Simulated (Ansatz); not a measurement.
A run of Ansatz 0.2.0 is set up as follows.

input

```
crystal:
  lattice:
    - [-1.69153447, 1.69153447, 2.05847399]
    - [1.69153447, -1.69153447, 2.05847399]
    - [1.69153447, 1.69153447, -2.05847399]
  atoms:
    - { symbol: H, position: [0.09013771, 0.09013771, 0.0] }
    - { symbol: H, position: [0.90986229, 0.90986229, 0.0] }
hamiltonian:
  xc: { exchange: pbe, correlation: pbe, exx: { coeff: 0.2, omega: 0.2 } }
  pseudopotentials: { kind: paw }
kpoints:
  mp_grid: { grid: [6, 6, 6] }
scf:
  occupations: { method: fermi_dirac, width: 0.05 }
output:
  forces: true
  stress: true
  eigenvalues: true
  write_density: true
  write_potential: true
  elf: true
  volumetric_format: npy
```

Predict the largest force.

0.122 eV/Å.

Predict the band gap on the k mesh.

10.20 eV, indirect (least direct gap 11.05 eV).

Predict the pressure.

0.6 GPa.

Forces on the atoms (eV/Å):
```
H    0.000  0.000  0.122
H    0.000  0.000 -0.122
```

Caveat: the k mesh is coarse (spacing up to 0.44 Å⁻¹), so the values aren't converged, least of all with exact exchange; the PAW data sets were made with another functional, which shifts forces and pressure a little; the thresholds are loose for stress. A k mesh can miss the band edges.
